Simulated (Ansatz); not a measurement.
Tuning gaps by epitaxial strain

Plane-wave DFT in Ansatz, r2SCAN, scalar-relativistic PAW potentials, cutoff 500 eV, no spin-orbit coupling; no spin polarisation. Equal strain along a and b of the conventional cell, c and the atoms relaxed; gaps sought over the whole zone.

| crystal | strain: gap (eV) |
| --- | --- |
| ZnO (P6_3mc) | -6.0 %: 1.122; -4.0 %: 1.172; -2.0 %: 1.211; +0.0 %: 1.238; +2.0 %: 1.252; +4.0 %: 1.260; +6.0 %: 1.283 |
| CsH (Fm-3m) | -6.0 %: 2.498; -4.0 %: 2.575; -2.0 %: 2.635; +0.0 %: 2.680; +2.0 %: 2.715; +4.0 %: 2.740; +6.0 %: 2.757 |
| TiO₂ (I4_1/amd) | -3.0 %: 2.882; -2.0 %: 2.756; -1.0 %: 2.637; +0.0 %: 2.529; +1.0 %: 2.432; +2.0 %: 2.350; +3.0 %: 2.279 |
| SnO₂ (P4_2/mnm) | -6.0 %: 2.406; -4.0 %: 2.196; -2.0 %: 1.980; +0.0 %: 1.768; +2.0 %: 1.577; +4.0 %: 1.424; +6.0 %: 1.321 |
| GaN (P6_3mc) | -6.0 %: 2.315; -4.0 %: 2.417; -2.0 %: 2.423; +0.0 %: 2.351; +2.0 %: 2.099; +4.0 %: 1.815; +6.0 %: 1.546 |

Task: What are the slopes on either side of zero strain, and why can they differ?

Result: ZnO (P6_3mc) +14 and +7; CsH (Fm-3m) +23 and +18; TiO₂ (I4_1/amd) -108 and -97; SnO₂ (P4_2/mnm) -106 and -96; GaN (P6_3mc) -36 and -126 meV per % (over the first step on the compressive side, then on the tensile side; a positive slope means the gap grows as the plane is stretched). The slope drops from the first side to the second in GaN (P6_3mc). The gap is the smallest distance between any valence top and conduction valley, so its slope drops where another pair takes over. In GaN (P6_3mc) the strain keeps the symmetry, so nothing splits at zero; most likely two bands or valleys cross within a step of it. Relaxations kept the strained cell's symmetry, so distortions at large strain weren't sought, and coherent films seldom hold more than 2 to 3 %. The slope of one pair of band edges is as a rule more reliable than the Kohn–Sham gap, while the strain at which pairs cross shifts with the functional.

Spin-orbit coupling, left out, matters for the members with heavy elements.

Cost: about 57 core-minutes for the runs cited, on Intel Xeon Platinum 8259CL (Skylake/Cascade Lake), Intel Xeon Platinum 8488C (Sapphire Rapids), AMD EPYC 7R43 (Zen 3) and other processors (shared hosts).